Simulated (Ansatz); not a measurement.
# C₃H₆O (singlet): the correlation ladder, 6-31G*

The task here is to estimate one member of a computed series from the others.

Method: 6-31G*, core rule «outside noble gas», up to 4 orbitals frozen; program: Ansatz 0.2.0, Gaussian basis.

The runs, in order: UHF; CCSD(T) on RHF; BCCD(T) on RHF; CISD; CCSDT(Q) on RHF; CASSCF and MRCISD+Q, 8 electrons in 8 orbitals; CASSCF and NEVPT2, 8 electrons in 8 orbitals.

22 further runs of the same task are left out: 2 that didn't finish, 20 set aside as unsound or not needed.

### The system

The geometry is an MP2(full)/6-31G* stationary point (not a proven minimum).

10 atoms, charge 0, spin multiplicity 1.

Atoms are counted from 1 here; the program's logs count them from 0.

Bond lengths: O1–C2 1.227 Å, C2–C3 1.512 Å, C2–C4 1.512 Å, C3–H5 1.090 Å, C3–H7 1.094 Å, C3–H8 1.094 Å, C4–H6 1.090 Å, C4–H9 1.094 Å, C4–H10 1.094 Å. Angles: O1–C2–C3 121.7°, O1–C2–C4 121.7°, C3–C2–C4 116.5°, C2–C3–H5 109.5°, C2–C3–H7 110.3°, C2–C3–H8 110.3°, H5–C3–H7 109.8°, H5–C3–H8 109.8°, H7–C3–H8 107.2°, C2–C4–H6 109.5°, C2–C4–H9 110.3°, C2–C4–H10 110.3°, H6–C4–H9 109.8°, H6–C4–H10 109.8°, H9–C4–H10 107.2°.

The first run:

Input file in.yaml:

```yaml
crystal:
  periodic: [false, false, false]
  atoms:
    - {symbol: O, position_ang: [0.000000, 0.000000, 1.321709]}
    - {symbol: C, position_ang: [0.000000, 0.000000, 0.095178]}
    - {symbol: C, position_ang: [0.000000, 1.285490, -0.700224]}
    - {symbol: C, position_ang: [0.000000, -1.285490, -0.700224]}
    - {symbol: H, position_ang: [0.000000, 2.134917, -0.017347]}
    - {symbol: H, position_ang: [0.000000, -2.134917, -0.017347]}
    - {symbol: H, position_ang: [-0.881086, 1.331548, -1.347895]}
    - {symbol: H, position_ang: [0.881086, 1.331548, -1.347895]}
    - {symbol: H, position_ang: [0.881086, -1.331548, -1.347895]}
    - {symbol: H, position_ang: [-0.881086, -1.331548, -1.347895]}
basis:
  gaussian: {orbitals: "6-31G*"}
magnetization: {spin_polarized: true, initial_magnetization: 0}
hamiltonian: {xc: hf}
output: {orbitals: {seedname: orbitals}}
```

The run is started by

```console
> ansatz run in.yaml --threads 1 --pin off --events-out ev --progress --plain --max-ram 4096MiB --backend cpu
```

Among the steps run: UHF; CCSD(T) on RHF; BCCD(T) on RHF; CISD; CCSDT(Q) on RHF; CASSCF and MRCISD+Q, 8 electrons in 8 orbitals; CASSCF and NEVPT2, 8 electrons in 8 orbitals.

One of the session's tables, all rows but one given; the rest of the session is left out.

It belongs to the step «Misses and costs». 

```
   method  from RCCSDT(Q) (kcal/mol)
      RHF                    +389.37
     RMP2                     +35.44
     CISD                          ?
    RCCSD                     +13.10
 RCCSD(T)                      +1.45
  BCCD(T)                      +1.32
   RCCSDT                      +0.84
RCCSDT(Q)                          0
```

Estimate the missing values for CISD.

As computed: from RCCSDT(Q) (kcal/mol): +64.31. In the column «from RCCSDT(Q) (kcal/mol)» it lies between RMP2 (+35.44) and RHF (+389.37).

Not comparable, so not listed: CASSCF and NEVPT2, 8 electrons in 8 orbitals (they don't share determinant, frozen orbitals or solution with the rows shown, or repeat one).

Limits of these values: Left out of the table: CASSCF frontier, MRCISD frontier, MRCISD+Q frontier (the active space lost an orbital or holds another state than full CI finds). Warnings in the runs' records: passed over end.
